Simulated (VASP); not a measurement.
A run of VASP 6.6.1:

INCAR

```
SYSTEM = CuI
PREC = Accurate ; ENCUT = 600
EDIFF = 1E-6 ; ISMEAR = 0
SIGMA = 0.03 ; LREAL = .False.
LASPH = .True. ; NELM = 80
ALGO = Normal ; ISIF = 3
LWAVE = .False. ; LCHARG = .False.
GGA = PS ; IBRION = 2
NSW = 90 ; EDIFFG = -0.01
KPAR = 4
```

File KPOINTS:

```
regular mesh
0
Gamma
  8 8 8
  0 0 0
```

File POSCAR:

```
CuI
1.0
    0.0000000000      3.0315000000      3.0315000000
    3.0315000000      0.0000000000      3.0315000000
    3.0315000000      3.0315000000      0.0000000000
Cu I
1 1
Direct
    0.2500000000      0.2500000000      0.2500000000
    0.0000000000      0.0000000000      0.0000000000
```

Potentials or basis: VASP PAW PBE potentials, release 64 (Cu, I).

Launch:

```console
$ cat potpaw_PBE.64/Cu/POTCAR potpaw_PBE.64/I/POTCAR > POTCAR
$ mpirun -np 4 vasp_std > vasp.out
```

Hardware: 4 MPI ranks on Intel(R) Xeon(R) Platinum 8488C (Sapphire Rapids), on a shared host.

Question: How long does it take, and how much memory?

Answer: Wall time 40 s on 4 MPI ranks on Intel(R) Xeon(R) Platinum 8488C (Sapphire Rapids), with other jobs on the host, peak memory 0.21 GiB a rank. Counts: scf iterations 36, k points 29, ion steps 3.
